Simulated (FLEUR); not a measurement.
# Pb (Fd-3m) in FLEUR: settings compared, part 2 of 2

FLEUR MaX-R8.1 (later development tree). The steps go on from the part before.

**3. Band structure, TPSS**

inp.xml

```xml
<?xml version="1.0" encoding="UTF-8" standalone="no"?>
<fleurInput fleurInputVersion="0.39">
   <comment>
      Pb                                                                                                  
   </comment>
   <calculationSetup>
      <cutoffs Kmax="4.1" Gmax="12.7" GmaxXC="12.7" numbands="0"/>
      <scfLoop itmax="80" minDistance="0.0001" maxIterBroyd="30" imix="Anderson" alpha="0.05" precondParam="0.0" spinf="2.0" sdNocoIR="T"/>
      <coreElectrons ctail="F" frcor="F" kcrel="0" coretail_lmax="0"/>
      <xcFunctional name="LibXC" relativisticCorrections="F">
         <LibXCName exchange="mgga_x_tpss" correlation="mgga_c_tpss"/>
         <AuxGGA exchange="117" correlation="130"/>
      </xcFunctional>
      <magnetism jspins="1"/>
      <soc l_soc="F" theta="0.0" phi="0.0" spav="F"/>
      <expertModes spex="0" secvar="F"/>
      <geometryOptimization l_f="F" forcealpha="1.0" forcemix="BFGS" epsdisp="0.00001" epsforce="0.00001"/>
      <ldaU l_linMix="F" mixParam="0.05" spinf="1.0"/>
   </calculationSetup>
   <cell>
      <bzIntegration valenceElectrons="40.0" mode="hist" fermiSmearingEnergy="0.00183747">
         <kPointListSelection listName="default-1"/>
         <!-- k-points included here -->
         <xi:include xmlns:xi="http://www.w3.org/2001/XInclude" href="kpts.xml"> </xi:include>
      </bzIntegration>
      <!-- symmetry operations included here -->
      <xi:include xmlns:xi="http://www.w3.org/2001/XInclude" href="sym.xml"> </xi:include>
      <bulkLattice scale="1.0">
         <bravaisMatrix>
            <row-1>    0.0000000000000000     6.4987682473791999     6.4987682473791999</row-1>
            <row-2>    6.4987682473791999     0.0000000000000000     6.4987682473791999</row-2>
            <row-3>    6.4987682473791999     6.4987682473791999     0.0000000000000000</row-3>
         </bravaisMatrix>
      </bulkLattice>
   </cell>
   <atomSpecies>
      <species name="Lead (Pb)" element="Pb" atomicNumber="82">
         <mtSphere radius="2.58" gridPoints="863" logIncrement="0.016"/>
         <atomicCutoffs lmax="10" lnonsphr="10"/>
         <electronConfig flipSpins="F">
            <coreConfig>(1s1/2) (2s1/2) (2p1/2) (2p3/2) (3s1/2) (3p1/2) (3p3/2) (4s1/2) (3d3/2) (3d5/2) (4p1/2) (4p3/2) (4d3/2) (4d5/2) (4f5/2) (4f7/2) (5s1/2)</coreConfig>
            <valenceConfig>(5p1/2) (5p3/2) (6s1/2) (5d3/2) (5d5/2) (6p1/2) (6p3/2)</valenceConfig>
            <stateOccupation state="(6p1/2)" spinUp="0.333333" spinDown="0.333333"/>
            <stateOccupation state="(6p3/2)" spinUp="0.666667" spinDown="0.666667"/>
         </electronConfig>
         <energyParameters s="6" p="6" d="5" f="5"/>
         <lo type="SCLO" l="1" n="5" eDeriv="0"/>
         <lo type="SCLO" l="1" n="5" eDeriv="1"/>
         <lo type="SCLO" l="0" n="6" eDeriv="2"/>
         <lo type="SCLO" l="2" n="5" eDeriv="2"/>
         <lo type="SCLO" l="3" n="5" eDeriv="2"/>
      </species>
   </atomSpecies>
   <atomGroups>
      <atomGroup species="Lead (Pb)">
         <relPos label="                   1">1.000/8.000 1.000/8.000 1.000/8.000</relPos>
         <relPos label="                   2">-1.000/8.000 -1.000/8.000 -1.000/8.000</relPos>
         <force calculate="T" relaxXYZ="TTT"/>
      </atomGroup>
   </atomGroups>
   <output dos="F" band="F" slice="F">
      <checks vchk="F" cdinf="F"/>
      <bandDOS minEnergy="-.5*Htr" maxEnergy="0.5*Htr" sigma="0.015" storeEVData="T"/>
      <vacuumDOS vacdos="F" integ="F" star="F" nstars="0" locx1="0.0" locy1="0.0" locx2="0.0" locy2="0.0" nstm="0" tworkf="0.0"/>
      <unfoldingBand unfoldBand="F" supercellX="1" supercellY="1" supercellZ="1"/>
      <plotting iplot="0" polar="F">
         <plot TwoD="T" vec1="  1.0  0.0  0.0" vec2="  0.0  1.0  0.0" vec3="  0.0  0.0  1.0" zero="  0.0  0.0  0.0" file="plot"/>
      </plotting>
      <chargeDensitySlicing numkpt="0" minEigenval="0.0" maxEigenval="0.0" nnne="0" pallst="F"/>
      <specialOutput eonly="F"/>
      <moessbauerParams electricFieldGradient="T" isomerShift="T" coreHyperfine="T" valenceHyperfine="T"/>
      <magneticCircularDichroism mcd="F" energyLo="-10.0" energyUp="0.0"/>
   </output>
  <!-- We include the file relax.xml here to enable relaxations (see documentation) -->
  <xi:include xmlns:xi="http://www.w3.org/2001/XInclude" href="relax.xml"> <xi:fallback/> </xi:include>
</fleurInput>
```

crystal.txt

```
Pb
&input cartesian=F /
0.0000000000  3.4390000555  3.4390000555
3.4390000555  0.0000000000  3.4390000555
3.4390000555  3.4390000555  0.0000000000
1.8897261246
1.0 1.0 1.0

2
82 0.2500000000  0.2500000000  0.2500000000
82 0.0000000000  0.0000000000  0.0000000000

&kpt div1=7 div2=7 div3=7 gamma=T /
```

inp.xml (bands)

```
<?xml version="1.0" encoding="UTF-8" standalone="no"?>
<fleurInput fleurInputVersion="0.39">
   <comment>
      Pb                                                                                                  
   </comment>
   <calculationSetup>
      <cutoffs Kmax="4.1" Gmax="12.7" GmaxXC="12.7" numbands="0"/>
      <scfLoop itmax="80" minDistance="0.0001" maxIterBroyd="30" imix="Anderson" alpha="0.05" precondParam="0.0" spinf="2.0" sdNocoIR="T"/>
      <coreElectrons ctail="F" frcor="F" kcrel="0" coretail_lmax="0"/>
      <xcFunctional name="LibXC" relativisticCorrections="F">
         <LibXCName exchange="mgga_x_tpss" correlation="mgga_c_tpss"/>
         <AuxGGA exchange="117" correlation="130"/>
      </xcFunctional>
      <magnetism jspins="1"/>
      <soc l_soc="F" theta="0.0" phi="0.0" spav="F"/>
      <expertModes spex="0" secvar="F"/>
      <geometryOptimization l_f="F" forcealpha="1.0" forcemix="BFGS" epsdisp="0.00001" epsforce="0.00001"/>
      <ldaU l_linMix="F" mixParam="0.05" spinf="1.0"/>
   </calculationSetup>
   <cell>
      <bzIntegration valenceElectrons="40.0" mode="hist" fermiSmearingEnergy="0.00183747">
         <kPointListSelection listName="path-1"/>
         <!-- k-points included here -->
         <xi:include xmlns:xi="http://www.w3.org/2001/XInclude" href="kpts.xml"> </xi:include>
      </bzIntegration>
      <!-- symmetry operations included here -->
      <xi:include xmlns:xi="http://www.w3.org/2001/XInclude" href="sym.xml"> </xi:include>
      <bulkLattice scale="1.0">
         <bravaisMatrix>
            <row-1>    0.0000000000000000     6.4987682473791999     6.4987682473791999</row-1>
            <row-2>    6.4987682473791999     0.0000000000000000     6.4987682473791999</row-2>
            <row-3>    6.4987682473791999     6.4987682473791999     0.0000000000000000</row-3>
         </bravaisMatrix>
      </bulkLattice>
   </cell>
   <atomSpecies>
      <species name="Lead (Pb)" element="Pb" atomicNumber="82">
         <mtSphere radius="2.58" gridPoints="863" logIncrement="0.016"/>
         <atomicCutoffs lmax="10" lnonsphr="10"/>
         <electronConfig flipSpins="F">
            <coreConfig>(1s1/2) (2s1/2) (2p1/2) (2p3/2) (3s1/2) (3p1/2) (3p3/2) (4s1/2) (3d3/2) (3d5/2) (4p1/2) (4p3/2) (4d3/2) (4d5/2) (4f5/2) (4f7/2) (5s1/2)</coreConfig>
            <valenceConfig>(5p1/2) (5p3/2) (6s1/2) (5d3/2) (5d5/2) (6p1/2) (6p3/2)</valenceConfig>
            <stateOccupation state="(6p1/2)" spinUp="0.333333" spinDown="0.333333"/>
            <stateOccupation state="(6p3/2)" spinUp="0.666667" spinDown="0.666667"/>
         </electronConfig>
         <energyParameters s="6" p="6" d="5" f="5"/>
         <lo type="SCLO" l="1" n="5" eDeriv="0"/>
         <lo type="SCLO" l="1" n="5" eDeriv="1"/>
         <lo type="SCLO" l="0" n="6" eDeriv="2"/>
         <lo type="SCLO" l="2" n="5" eDeriv="2"/>
         <lo type="SCLO" l="3" n="5" eDeriv="2"/>
      </species>
   </atomSpecies>
   <atomGroups>
      <atomGroup species="Lead (Pb)">
         <relPos label="                   1">1.000/8.000 1.000/8.000 1.000/8.000</relPos>
         <relPos label="                   2">-1.000/8.000 -1.000/8.000 -1.000/8.000</relPos>
         <force calculate="T" relaxXYZ="TTT"/>
      </atomGroup>
   </atomGroups>
   <output dos="F" band="T" slice="F">
      <checks vchk="F" cdinf="F"/>
      <bandDOS minEnergy="-.5*Htr" maxEnergy="0.5*Htr" sigma="0.015" storeEVData="T"/>
      <vacuumDOS vacdos="F" integ="F" star="F" nstars="0" locx1="0.0" locy1="0.0" locx2="0.0" locy2="0.0" nstm="0" tworkf="0.0"/>
      <unfoldingBand unfoldBand="F" supercellX="1" supercellY="1" supercellZ="1"/>
      <plotting iplot="0" polar="F">
         <plot TwoD="T" vec1="  1.0  0.0  0.0" vec2="  0.0  1.0  0.0" vec3="  0.0  0.0  1.0" zero="  0.0  0.0  0.0" file="plot"/>
      </plotting>
      <chargeDensitySlicing numkpt="0" minEigenval="0.0" maxEigenval="0.0" nnne="0" pallst="F"/>
      <specialOutput eonly="F"/>
      <moessbauerParams electricFieldGradient="T" isomerShift="T" coreHyperfine="T" valenceHyperfine="T"/>
      <magneticCircularDichroism mcd="F" energyLo="-10.0" energyUp="0.0"/>
   </output>
  <!-- We include the file relax.xml here to enable relaxations (see documentation) -->
  <xi:include xmlns:xi="http://www.w3.org/2001/XInclude" href="relax.xml"> <xi:fallback/> </xi:include>
</fleurInput>
```

Potentials or basis: all-electron, FLAPW.

On the command line:

```sh
$ inpgen -f crystal.txt -profile fastHighL
$ # inp.xml edited to the form shown
$ fleur_MPI
$ fleur_MPI   # second run, on inp.xml (bands)
```

Wall time 64 s (1 thread of Arm Neoverse V2, shared host); peak memory 0.09 GiB.

Results (log left out):

* Free energy: -1138880.3069 eV
* Band gap along the path: none (metal or under the smearing width)
* Valence electrons inside the program's atomic spheres: Pb 17.91 (radii Pb 2.58 bohr)

Levels at the corners of the path, in eV from the Fermi level:
```
point  band 18  band 19  band 20  band 21  band 22  band 23
    Γ    -3.89     0.40     0.40     0.40     2.45     2.45
    X    -8.56    -2.00    -2.00     0.81     0.81     7.27
    W    -8.53    -2.48    -2.48     2.79     2.79     4.20
    K    -8.12    -2.79    -1.66     0.96     3.04     5.18
    Γ    -3.89     0.40     0.40     0.40     2.45     2.45
    L    -7.16    -0.99    -0.76    -0.76     3.58     3.58
    U    -8.12    -2.79    -1.66     0.96     3.04     5.18
    W    -8.53    -2.48    -2.48     2.79     2.79     4.20
    L    -7.16    -0.99    -0.76    -0.76     3.58     3.58
    K    -8.12    -2.79    -1.66     0.96     3.04     5.18
    U    -8.12    -2.79    -1.66     0.96     3.04     5.18
    X    -8.56    -2.00    -2.00     0.81     0.81     7.27
```

Core levels (eV from the Fermi level):
```tsv
atom	levels
1 Pb	1s1/2 -87981.9, 2s1/2 -15719.7, 2p1/2 -15092.7, 2p3/2 -12902.8, 3s1/2 -3770.3, 3p1/2 -3488.1, 3p3/2 -2999.4, 4s1/2 -850.8, 3d3/2 -2537.0, 3d5/2 -2433.0, 4p1/2 -728.7, 4p3/2 -609.1, 4d3/2 -410.7, 4d5/2 -388.4, 4f5/2 -131.5, 4f7/2 -126.5, 5s1/2 -139.7
2 Pb	1s1/2 -87981.9, 2s1/2 -15719.7, 2p1/2 -15092.7, 2p3/2 -12902.8, 3s1/2 -3770.3, 3p1/2 -3488.1, 3p3/2 -2999.4, 4s1/2 -850.8, 3d3/2 -2537.0, 3d5/2 -2433.0, 4p1/2 -728.7, 4p3/2 -609.1, 4d3/2 -410.7, 4d5/2 -388.4, 4f5/2 -131.5, 4f7/2 -126.5, 5s1/2 -139.7
```

Caveat: the meta-GGA is that of a development version, with a GGA for the radial functions and cores and without core tails; spin-orbit coupling is left out, which moves the levels of the heavy elements.
